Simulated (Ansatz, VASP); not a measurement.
# Cross-check of GaP between VASP and Ansatz, part 2 of 2

One calculation is typed for both programs; each brings its own data sets. How far apart do they land? The cell is taken from a series of runs on this material, whose earlier steps may have relaxed, scaled, displaced or heated it; both programs get it as it stands.

VASP 6.6.1 and Ansatz 0.2.0.

So far. Step 2 (Ansatz: single point, HSE06): The run ends at a pressure of 0.38 GPa.

**3. VASP: single point, HSE06**

Level of this step: HSE06; plane waves and PAW (Ga_d, P) (VASP).

The same cell, functional, mesh and smearing now go to VASP, with its own data sets.

Lines of VASP's logs that name or quote its potential files are left out, and so is its time.

The run reads the wave functions of an earlier VASP run, which isn't shown here.

Input file INCAR:

```
SYSTEM = GaP
PREC = Accurate
ENCUT = 400
EDIFF = 1E-06
NELM = 100
ISMEAR = -1
SIGMA = 0.02
LREAL = .FALSE.
ALGO = Normal
LHFCALC = .TRUE.
AEXX = 0.25
GGA = PE
HFSCREEN = 0.208
LASPH = .TRUE.
NBANDS = 24
PRECFOCK = Fast
LORBIT = 11
LWAVE = .FALSE.
LCHARG = .FALSE.
KPAR = 8
ISIF = 2
```

Input file POSCAR:

```
GaP
1.0
    3.8843579900      0.0000000000      0.0000000000
    0.0000000000      3.8843579900      0.0000000000
    0.0000000000      0.0000000000      5.3882066638
Ga P
2 2
Direct
    0.0000000000      0.0000000000      0.0000000000
    0.5000000000      0.5000000000      0.5000000000
    0.5000000000      0.0000000000      0.7500000000
    0.0000000000      0.5000000000      0.2500000000
```

Input file KPOINTS:

```
Automatic mesh
0
Gamma
5 5 4
0 0 0
```

The projector-augmented-wave data sets are Ga_d and P (PBE family, release 64).

The run is started by

```bash
$ mpirun -np 8 vasp_std
```

Numbers of over 12 decimals in the logs are rounded to 6 here.

Output:

```text
[banner, memory and clock lines left out]
running    8 mpi-ranks, on    1 nodes
 distrk:  each k-point on    1 cores,    8 groups
 distr:  one band on    1 cores,    1 groups

 POSCAR found type information on POSCAR GaP
 POSCAR found :  2 types and       4 ions
|                                                                             |
|           W    W    AA    RRRRR   N    N  II  N    N   GGGG   !!!           |
|           W    W   A  A   R    R  NN   N  II  NN   N  G    G  !!!           |
|           W    W  A    A  R    R  N N  N  II  N N  N  G       !!!           |
|           W WW W  AAAAAA  RRRRR   N  N N  II  N  N N  G  GGG   !            |
|           WW  WW  A    A  R   R   N   NN  II  N   NN  G    G                |
|           W    W  A    A  R    R  N    N  II  N    N   GGGG   !!!           |
|                                                                             |
|     For optimal performance we recommend to set                             |
|       NCORE = 2 up to number-of-cores-per-socket                            |
|     NCORE specifies how many cores store one orbital (NPAR=cpu/NCORE).      |
|     This setting can greatly improve the performance of VASP for DFT.       |
|     The default, NCORE=1 might be grossly inefficient on modern             |
|     multi-core architectures or massively parallel machines. Do your        |
|     Unfortunately you need to use the default for GW and RPA                |
|     calculations (for HF NCORE is supported but not extensively tested      |
|     yet).                                                                   |
|                                                                             |

 LDA part: xc-table for (Slater+PW92), standard interpolation
 found WAVECAR, reading the header
 POSCAR, INCAR and KPOINTS ok, starting setup
 FFT: planning ... GRIDC
 FFT: planning ... GRID_SOFT
 FFT: planning ... GRID
 reading WAVECAR
 the WAVECAR file was read successfully
 initial charge from wavefunction
 entering main loop
       N       E                     dE             d eps       ncg     rms          rms(c)
DAV:   1    -0.215573801940E+02   -0.21557E+02   -0.12207E+00  1192   0.207E+01    0.136E+00
DAV:   2    -0.215547484600E+02    0.26317E-02   -0.17810E-01  1200   0.514E+00    0.156E+00
DAV:   3    -0.215522310405E+02    0.25174E-02   -0.17485E-02  1208   0.176E+00    0.105E+00
DAV:   4    -0.215517800240E+02    0.45102E-03   -0.28588E-03  1160   0.500E-01    0.604E-01
DAV:   5    -0.215515838946E+02    0.19613E-03   -0.20799E-04  1064   0.114E-01    0.346E-01
DAV:   6    -0.215515219262E+02    0.61968E-04   -0.45189E-05  1008   0.504E-02    0.197E-01
DAV:   7    -0.215514995508E+02    0.22375E-04   -0.86730E-06   896   0.233E-02    0.111E-01
DAV:   8    -0.215514905901E+02    0.89608E-05   -0.28672E-06   864   0.133E-02    0.609E-02
DAV:   9    -0.215514872921E+02    0.32980E-05   -0.10531E-06   656   0.762E-03    0.335E-02
DAV:  10    -0.215514859904E+02    0.13017E-05   -0.50414E-07   600   0.584E-03    0.178E-02
DAV:  11    -0.215514853429E+02    0.64744E-06   -0.23570E-07   560   0.399E-03
   1 F= -.21551485E+02 E0= -.21551485E+02  d E =-.342669E-10
```

OUTCAR, selected parts (step 3):

```text
ion  position               nearest neighbor table
   1  0.000  0.000  0.000-   3 2.36   4 2.36   4 2.36   3 2.36
   2  0.500  0.500  0.500-   3 2.36   4 2.36   3 2.36   4 2.36
   3  0.500  0.000  0.750-   1 2.36   2 2.36   2 2.36   1 2.36
   4  0.000  0.500  0.250-   1 2.36   2 2.36   1 2.36   2 2.36

  LATTYP: Found a simple tetragonal cell.
 ALAT       =     3.8843579900
 C/A-ratio  =     1.3871550145

 Subroutine GETGRP returns: Found  8 space group operations
 (whereof  8 operations were pure point group operations)

The static configuration has the point symmetry D_2d.

 Found     18 irreducible k-points:

   k-points           NKPTS =     18   k-points in BZ     NKDIM =    100   number of bands    NBANDS=     24

   dimension x,y,z NGX =    28 NGY =   28 NGZ =   36
   dimension x,y,z NGXF=    56 NGYF=   56 NGZF=   72

   ENCUT  =  400.0 eV  29.40 Ry    5.42 a.u.   6.33  6.33  8.79*2*pi/ulx,y,z

   NELECT =      36.0000    total number of electrons

 k-points in reciprocal lattice and weights: Automatic mesh
   0.00000000  0.00000000  0.00000000       0.010
   0.20000000  0.00000000  0.00000000       0.040
   0.40000000  0.00000000  0.00000000       0.040
   0.20000000  0.20000000  0.00000000       0.040
   0.40000000  0.20000000  0.00000000       0.080
   0.40000000  0.40000000  0.00000000       0.040
   0.00000000  0.00000000  0.25000000       0.020
   0.20000000  0.00000000  0.25000000       0.080
   0.40000000  0.00000000  0.25000000       0.080
[...]
0.40000000  0.20000000  0.50000000       0.080
   0.40000000  0.40000000  0.50000000       0.040

  exchange ACFDT corr.  =         0.00000000  see jH, gK, PRB 81, 115126

 average (electrostatic) potential at core
       1 -58.4035       2 -58.4035       3 -79.9170       4 -79.9170

 E-fermi :   4.6381

 k-point     1 :       0.0000    0.0000    0.0000
  band No.  band energies     occupation
    ...
     14       1.1670      2.00000
     15       1.1670      2.00000
     16       4.1340      2.00000
     17       4.1340      2.00000
     18       4.2523      2.00000
     19       6.3870      0.00000
     20       6.6150      0.00000
     21       6.9260      0.00000
     22       8.9252      0.00000
     23       8.9589      0.00000
    ...

 k-point     2 :       0.2000    0.0000    0.0000
  band No.  band energies     occupation
    ...
     14       0.1400      2.00000
     15       1.4714      2.00000
     16       1.9559      2.00000
     17       3.2746      2.00000
     18       3.9416      2.00000
     19       6.8084      0.00000
     20       7.9542      0.00000
     21       8.8157      0.00000
     22       9.2040      0.00000
     23       9.3099      0.00000
    ...

 k-point     3 :       0.4000    0.0000    0.0000
  band No.  band energies     occupation
    ...
     14      -0.6453      2.00000
     15       0.0275      2.00000
     16       1.4143      2.00000
     17       2.2844      2.00000
     18       3.2708      2.00000
     19       7.6534      0.00000
     20       8.3356      0.00000
     21      10.3141      0.00000
     22      10.3214      0.00000
     23      11.0131      0.00000
    ...

  Total       -0.2311402     -0.2311402      0.3897292      0.0000000      0.0000000      0.0000000
  in kB       -4.5551562     -4.5551562      7.6805238      0.0000000      0.0000000      0.0000000
  external PRESSURE =      -0.4765962 kB  Pullay stress =       0.0000000 kB

  energy-cutoff  :      400.00
  volume of cell :       81.30
      direct lattice vectors                 reciprocal lattice vectors
     3.884357990  0.000000000  0.000000000     0.257442801  0.000000000  0.000000000
     0.000000000  3.884357990  0.000000000     0.000000000  0.257442801  0.000000000
     0.000000000  0.000000000  5.388206664     0.000000000  0.000000000  0.185590506

 POSITION                                       TOTAL-FORCE (eV/Angst)
 -----------------------------------------------------------------------------------
      0.00000      0.00000      0.00000         0.000000     -0.000000      0.000000
      1.94218      1.94218      2.69410        -0.000000      0.000000      0.000000
      1.94218      0.00000      4.04115         0.000000     -0.000000      0.000000
      0.00000      1.94218      1.34705         0.000000     -0.000000      0.000000
 -----------------------------------------------------------------------------------
    total drift:                               -0.000011     -0.000016      0.000012

  FREE ENERGIE OF THE ION-ELECTRON SYSTEM (eV)
  ---------------------------------------------------
  free  energy   TOTEN  =       -21.5514853429 eV

  energy  without entropy=      -21.5514853429  energy(sigma->0) =      -21.55148534

 total charge
# of ion       s       p       d       tot
------------------------------------------
    1        0.825   0.846  10.028  11.698
    2        0.825   0.846  10.028  11.698
    3        1.013   1.545   0.000   2.559
    4        1.013   1.545   0.000   2.559
--------------------------------------------------
tot          3.676   4.782  20.056  28.514

[... 3 further parts left out ...]
```

The run ends at a pressure of -0.05 GPa.

**4. Differences**

Known differences besides the potentials themselves: exact exchange at q = 0 is treated differently, which shows on coarse meshes; VASP keeps PBE cores, Ansatz makes them for the functional; the cutoff is 600 eV in Ansatz and 400 eV in VASP; VASP takes a coarser grid for exact exchange (PRECFOCK = Fast). Total energies have different zeros and are not compared.

The two programs side by side:

```csv
quantity,Ansatz,VASP,difference
pressure (GPa),0.38,-0.05,+0.43
gap on the k mesh (eV),2.132,2.135,-0.003
```

A gap on the mesh is an upper bound, since the band edges may lie between its points.

**5. What came out**

| Property | Result |
| --- | --- |
| difference in gap on the k mesh (single point, HSE06) | -0.0028 eV |

In words: The difference in gap on the k mesh is -0.0028 eV (single point, HSE06), within the 0.08 eV picked in this series as the mark of a large difference. Such differences can come from data sets, numerical settings and the points named under the comparisons, not from the functional's error against experiment.

[Lines on the potential files, build, host, timing and source positions are cut from VASP's logs without a mark.]

[Logs are printed without paths, hosts, clocks, repeated set-up lines and the standing remarks that a program may print on its own settings, such as how far it seeks lower states.]

[Hosts, paths, dates, database ids (printed as entryN), source tags and the programs' standing remarks are cut or masked in the printed files.]
